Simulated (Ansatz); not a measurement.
# KBr: the cost of one run

Computed with Ansatz 0.2.0 (DFT r2SCAN, scalar-relativistic, plane waves, PAW, unless a step's input says otherwise).

The COD entry's cell or inner coordinates are ideal or old and differ from later refinements, so a difference from it is no clean test against experiment.

## (1) Starting point

Symmetry: Fm-3m, No. 225, cubic system. The conventional cell has a = 6.585 Å, b = 6.585 Å, c = 6.585 Å, α = 90.00°, β = 90.00°, γ = 90.00°. K (site symmetry m-3m) is surrounded by 6 Br at 3.29 Å. Br (site symmetry m-3m) is surrounded by 6 K at 3.29 Å.

Coordinates:

```cif
data_structure
_symmetry_space_group_name_H-M 'Fm-3m'
_symmetry_Int_Tables_number 225
_cell_length_a 6.5850
_cell_length_b 6.5850
_cell_length_c 6.5850
_cell_angle_alpha 90.000
_cell_angle_beta 90.000
_cell_angle_gamma 90.000
_cell_volume 285.54
loop_
_atom_site_label
_atom_site_type_symbol
_atom_site_symmetry_multiplicity
_atom_site_Wyckoff_symbol
_atom_site_fract_x
_atom_site_fract_y
_atom_site_fract_z
_atom_site_occupancy
K1 K 4 a 0.00000 0.00000 0.00000 1
Br1 Br 4 b 0.50000 0.00000 0.00000 1
```

No relaxation comes first: the listed cell is the starting point.

## (2) Zero of energy

The reference gives a free energy of -4339.3128 eV, pressure 0.18 GPa, largest force 0.000 eV/Å and gap on the mesh 5.10 eV. It was computed beforehand with the settings of the runs below.

## (3) Setting up biaxial against axial strain

The cell is strained by p along both x and y and by q along z, with fractional coordinates fixed.

## (4) At p = -0.080, q = -0.080

The input, input.yaml:

```yaml
crystal:
  lattice:
    - [0.0, 3.0291, 3.0291]
    - [3.0291, 0.0, 3.0291]
    - [3.0291, 3.0291, 0.0]
  atoms:
    - { symbol: K, position: [0.0, 0.0, 0.0] }
    - { symbol: Br, position: [0.5, 0.5, 0.5] }
basis:
  ecutwfc: 500
kpoints:
  mp_grid: { grid: [6, 6, 6] }
hamiltonian:
  xc: r2scan
scf:
  occupations: { method: gaussian, width: 0.05 }
output:
  forces: true
  stress: true
  eigenvalues: true
```

Run with:

```bash
> ansatz run input.yaml --threads 1 --pin off --max-ram 2560MiB --backend cpu --events-out ev --progress --plain --runs-dir out
```

**Question.** How long does this run take on 1 thread of Arm Neoverse N1, shared host, and how much memory does it need?

About 4.2 s, with a peak of 0.41 GiB.
